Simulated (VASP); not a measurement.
The system is BN.

```
N B
1.0
     2.49824    0.00000    0.00000
    -1.24912    2.16354    0.00000
     0.00000    0.00000    6.63570
N B
2 2
Direct
  0.66667 0.33333 0.25000
  0.33333 0.66667 0.75000
  0.66667 0.33333 0.75000
  0.33333 0.66667 0.25000
```

Program: VASP 6.6.1. Alike in all runs: task band structure; no spin polarisation; cell as given; k mesh 12 × 12 × 4; cutoff (eV) 520; smearing gaussian 0.02 eV.

Q: Order these runs on this cell by their band gap on the k mesh, lowest first.
A. level LDA; potentials or basis VASP PAW LDA potentials, release 64 (N, B)
B. level r2SCAN; potentials or basis VASP PAW PBE potentials, release 64 (N, B)
C. level TB-mBJ; potentials or basis VASP PAW PBE potentials, release 64 (N, B)

A: A (4.09 eV), B (4.89 eV), C (6.04 eV).

A k mesh can miss the band edges.
